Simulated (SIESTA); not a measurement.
The system is KMgF3.

```
CELL_PARAMETERS angstrom
3.98590 0.00000 0.00000
0.00000 3.98590 0.00000
0.00000 0.00000 3.98590
ATOMIC_POSITIONS crystal
K 0.50000 0.50000 0.50000
Mg 0.00000 0.00000 0.00000
F 0.00000 0.00000 0.50000
F 0.00000 0.50000 0.00000
F 0.50000 0.00000 0.00000
```

Base run:

```yaml
Program: SIESTA 5.4.2
Functional: PBEsol
Potentials_or_basis: PseudoDojo 0.4 standard (PBEsol files)
Basis: DZP (energy shift 0.003 Ry; two zetas on semicore shells; d shell added on K)
Grid_cutoff: 800 Ry
Energy_shift: 0.003 Ry
k_mesh: 7 × 7 × 7
Occupations: fermi-dirac, width 0.05 eV
Spin: no spin polarisation
```

Its results: band gap on the k mesh 7.09 eV, indirect (least direct gap 7.42 eV); pressure 0.9 GPa.

Task: The run is repeated on the same cell with these changes: functional from PBEsol to LDA; potentials or basis from PseudoDojo 0.4 standard (PBEsol files) to PseudoDojo 0.4 standard (LDA files). What comes out?

Result: Band gap on the k mesh 6.93 eV, indirect (least direct gap 7.26 eV); pressure -3.8 GPa.

Caveats: the basis of atomic orbitals isn't converged, which shifts pressures, moduli and gaps.

A k mesh can miss the band edges.

Not every run made on this cell is shown here.
